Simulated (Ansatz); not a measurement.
# 1T-PbSeTe monolayer in a perpendicular field, part 4 of 4

What dipole does a perpendicular field induce in the 1T-PbSeTe monolayer? A positive field points along +c.

Ansatz 0.2.0; plane-wave DFT, PBE-D4, Ansatz PAW (the session's first sound run).

So far. Step 20 (Same geometry, cutoff 420 eV, functional HSE06 (run 2)): The dipole is -0.0741 e·Å. Step 22 (Response at this level): The induced dipole is that of a conductor 6.39 Å thick.

## Step 23: A changed input

This step: plane-wave DFT, PBE-D4, Ansatz PAW (Ansatz 0.2.0).

An input spoilt on purpose, to show how the run answers: it repeats the earlier run at 0.03 V/Å with crystal.lattice to [[7.33355576, -0.0, -0.0], [-3.66677788, 6.35104559, 0.0], [0.0, 0.0, 41.56742067]], and scf.max_iter set to 60.

The cell differs from the one that the last finished run ended in (a 3.881 → 7.334 Å, b 3.881 → 7.334 Å, c 21.997 → 41.567 Å).

The input, input.yaml:

```yaml
crystal:
  lattice:
    - [7.33355576, 0.0, 0.0]
    - [-3.66677788, 6.35104559, 0.0]
    - [0.0, 0.0, 41.56742067]
  atoms:
    - { symbol: Te, position: [0.6666666667, 0.3333333333, 0.4091554065] }
    - { symbol: Pb, position: [0.0, 0.0, 0.5145564916] }
    - { symbol: Se, position: [0.3333333333, 0.6666666667, 0.5908445935] }
kpoints:
  mp_grid: { grid: [12, 12, 1] }
  band_path:
    path: [[0, 0, 0], [0.5, 0, 0], [0.33333333, 0.33333333, 0], [0, 0, 0]]
    npoints: 16
hamiltonian:
  xc: pbe
  dispersion: d4
scf:
  occupations: { method: fermi_dirac, width: 0.05 }
  convergence: { dr2_threshold: 1.0e-10 }
  max_iter: 60
efield:
  axis: 3
  dipole_correction: true
  ramp_position: 0.97
  ramp_width: 0.06
  amplitude: 0.03
output:
  write_potential: true
  write_density: true
  volumetric_format: npy
```

Command:

```sh
$ ansatz run input.yaml --threads 4 --pin off --max-ram 6144MiB --backend cpu --events-out ev --progress --plain --runs-dir out
```

Numbers of over 12 decimals in the logs are rounded to 6 here.

Output:

```text
[...]
Crystal: 3 atoms, lattice volume = 1936.034 Å³
Basis set: ecut = 420 eV, 37975 PW (Γ)
Bands: 28, of which v1, the nominal top of the filled ones, is band 23 counted from 1 (22 counted from 0)
Symmetry: 6 space group operations
[...]
k-points: 19 of 144 (time reversal used)
[...]
SCF iter   1: F=—  HF=-24351.432940 eV  |F-HF|=—  |Δ(HF+E_count)|=         —  Δρ=1.25e-2  dr2=2.56e1  ethr=1.77e-3  p=-0.016 e·Å  D=-1.48e-3 V/Å  ΔV_dip=0.06 eV  dr2_dipole=1.77e0  V_vac-E_F(+/−)=6.66/5.55 eV  ⟨swp⟩=9.4  Hψ=2492  notcnv=0
[...]
SCF iter  31: F=-24347.414414 eV  HF=-24347.414414 eV  |F-HF|=2.91e-11  |Δ(HF+E_count)|=    0.00e0  Δρ=8.48e-9  dr2=3.98e-12  ethr=1.00e-12  p=-0.013 e·Å  D=-1.19e-3 V/Å  ΔV_dip=0.05 eV  dr2_dipole=4.08e-14  V_vac-E_F(+/−)=6.61/5.51 eV  ⟨swp⟩=4.7  Hψ=1379  notcnv=0
SCF 1 converged in 31 iterations: F = -24347.414414 eV  dr2 = 3.98e-12
[...]
SCF converged after 31 iterations
Free energy (F): -24347.414414 eV
[...]
Internal energy: -24347.167100 eV  (E = F + TS)
E sigma→0 (E₀):  -24347.290757 eV
Entropy (-TS):   -0.247314 eV (-82.438 meV/atom)
Fermi energy:    -5.146388 eV
Dipole field:    D = -0.001194 V/Å  (p = -0.012774 e·Å, saw-weighted, corrected)
Work function:   not extracted (applied field tilts the vacuum); planar V_es + V_field profile in the machine report
[...]
--- Band table (eV; the first three rows and the last of 19) ---
  k-point 0: bands = [... 19 lower, -5.2217, -5.2176, -5.2176, -5.1600, -5.1600, -4.8960, -4.8960, -4.8747, ... 1 higher]
  k-point 1: bands = [... 19 lower, -5.2426, -5.2209, -5.2071, -5.1654, -5.1611, -4.8985, -4.8953, -4.8706, ... 1 higher]
  k-point 2: bands = [... 19 lower, -5.2726, -5.2299, -5.2040, -5.1786, -5.1640, -4.9043, -4.8935, -4.8605, ... 1 higher]
  k-point 18: bands = [... 19 lower, -5.3308, -5.2998, -5.2070, -5.2050, -5.1975, -4.9044, -4.9029, -4.8266, ... 1 higher]
```

It took 84 s on 4 threads of Arm Neoverse V2, shared host; peak memory 2.6 GiB; 5.5 min of CPU time.

```
                     quantity  this run  earlier run  difference
dipole along the normal (e·Å)  -0.01277     -0.01191     -8.7e-4
```

It moves by -0.000868 e·Å.

The fault (a lattice typed in bohr) shows in the results, which are not taken further.

## Step 24: Varying the input

This step: plane-wave DFT, PBE-D4, Ansatz PAW, but for the change named below (Ansatz 0.2.0).

Another changed input: it repeats the earlier run at 0.03 V/Å with hamiltonian.pseudopotentials to kind: paw, source: ansatz and accuracy to high.

input.yaml, the sections that differ from step 23:

```yaml
crystal:
  lattice:
    - [3.880750636, 0.0, 0.0]
    - [-1.940375318, 3.3608286365, 0.0]
    - [0.0, 0.0, 21.9965320215]
  atoms:
    - { symbol: Te, position: [0.6666666667, 0.3333333333, 0.4091554065] }
    - { symbol: Pb, position: [0.0, 0.0, 0.5145564916] }
    - { symbol: Se, position: [0.3333333333, 0.6666666667, 0.5908445935] }
hamiltonian:
  xc: pbe
  dispersion: d4
  pseudopotentials: { kind: paw, source: ansatz }
scf:
  occupations: { method: fermi_dirac, width: 0.05 }
  convergence: { dr2_threshold: 1.0e-10 }
accuracy: high
# kpoints, efield, output: as in step 23
```

Output:

```text
[...]
Crystal: 3 atoms, lattice volume = 286.891 Å³
Basis set: ecut = 640 eV, 10411 PW (Γ)
Bands: 33, of which v1, the nominal top of the filled ones, is band 27 counted from 1 (26 counted from 0)
Symmetry: 6 space group operations
[...]
k-points: 19 of 144 (time reversal used)
[...]
SCF iter   1: F=—  HF=-27745.607363 eV  |F-HF|=—  |Δ(HF+E_count)|=         —  Δρ=1.23e-2  dr2=2.10e0  ethr=3.10e-3  p=0.014 e·Å  D=8.61e-3 V/Å  ΔV_dip=-0.19 eV  dr2_dipole=4.18e-1  V_vac-E_F(+/−)=5.87/5.45 eV  ⟨swp⟩=9.4  Hψ=3180  notcnv=0
[...]
SCF iter  10: F=-27745.377994 eV  HF=-27745.377994 eV  |F-HF|=5.17e-10  |Δ(HF+E_count)|=   2.35e-9  Δρ=1.74e-7  dr2=9.92e-11  ethr=1.00e-12  p=-0.012 e·Å  D=-7.57e-3 V/Å  ΔV_dip=0.17 eV  dr2_dipole=3.09e-12  V_vac-E_F(+/−)=5.76/5.00 eV  ⟨swp⟩=10.7  Hψ=3088  notcnv=0
SCF 1 converged in 10 iterations: F = -27745.377994 eV  dr2 = 9.92e-11
[...]
SCF converged after 10 iterations
Free energy (F): -27745.377994 eV
[...]
Internal energy: -27745.352203 eV  (E = F + TS)
E sigma→0 (E₀):  -27745.365098 eV
Entropy (-TS):   -0.025791 eV (-8.597 meV/atom)
Fermi energy:    -0.652505 eV
Dipole field:    D = -0.007571 V/Å  (p = -0.012004 e·Å, saw-weighted, corrected)
Work function:   not extracted (applied field tilts the vacuum); planar V_es + V_field profile in the machine report
[...]
--- Band table (eV; the first three rows and the last of 19) ---
  k-point 0: bands = [... 23 lower, -1.0874, -1.0874, -0.3594, 0.2918, 0.2918, 2.7182, 3.9549, 3.9549, ... 2 higher]
  k-point 1: bands = [... 23 lower, -1.6492, -1.1876, -0.4135, 0.1276, 0.1967, 3.0400, 3.5173, 4.0359, ... 2 higher]
  k-point 2: bands = [... 23 lower, -2.4005, -1.4444, -1.3392, -0.0328, 0.1635, 2.7485, 3.8062, 4.1693, ... 2 higher]
  k-point 18: bands = [... 23 lower, -3.8165, -3.7697, -2.2881, -1.7112, -1.0119, 2.6879, 2.7833, 4.2933, ... 2 higher]
```

Wall time 19 s (4 threads); peak memory 1 GiB.

This step gave:

* energy at zero smearing: -27745.3651 eV
* dipole along the normal: -0.01200 e·Å

Electronic bands along the path, in eV, zero at the Fermi level:

```
  point  band 24  band 25  band 26  band 27  band 28  band 29  band 30  band 31
      Γ    -0.43    -0.43     0.29     0.94     0.94     3.37     4.61     4.61
halfway    -1.98    -1.38    -1.11     0.35     0.43     3.12     4.61     4.85
      M    -2.74    -1.66    -1.65    -0.41    -0.08     3.00     3.65     4.63
halfway    -2.86    -2.47    -1.51    -1.01    -0.07     3.24     3.79     4.48
      K    -3.16    -3.12    -1.64    -1.06    -0.36     3.34     3.44     4.95
halfway    -2.35    -1.75    -1.21    -0.42     0.69     3.55     3.92     4.90
      Γ    -0.43    -0.43     0.29     0.94     0.94     3.37     4.61     4.61
```

```
                     quantity  this run  earlier run  difference
dipole along the normal (e·Å)  -0.01200     -0.01191     -9.8e-5
```

It moves by -9.81e-05 e·Å.

Of the bands kept, 3 cross the Fermi level on this path.

## Step 25: Summary of results

```yaml
gap_without_field: none
work_function_upper_face: 5.56 eV
step_between_the_vacuum_levels: 0.358 eV
equivalent_conductor_thickness_atoms_held: 6.42 Å
equivalent_conductor_thickness_lda: 6.42 Å
equivalent_conductor_thickness_pbe: 6.42 Å
equivalent_conductor_thickness_r2scan: 6.37 Å
equivalent_conductor_thickness_hse06: 6.39 Å
```

**Reading.** The induced dipole equals that of a perfect conductor 6.42 Å thick, while the outer atoms lie 4.00 Å apart. The two faces differ: the vacuum level above lies 0.36 eV higher than the one below. Across the functionals the thickness runs from 6.37 to 6.42 Å; those runs use a coarser k-mesh, so they are to be compared with each other. There is no gap over 0.03 eV, with or without the field. Spin-orbit coupling is left out, which matters for the bands of elements this heavy.

[Logs are printed without paths, hosts, clocks, repeated set-up lines and the standing remarks that a program may print on its own settings, such as how far it seeks lower states.]

[Hosts, paths, dates, database ids (printed as entryN), source tags and the programs' standing remarks are cut or masked in the printed files.]

[Maps of the electrostatic potential energy from Ansatz leave out the sawtooth potential of an applied field or a dipole correction, so their vacuum need not be flat; planar profiles and work functions include it.]
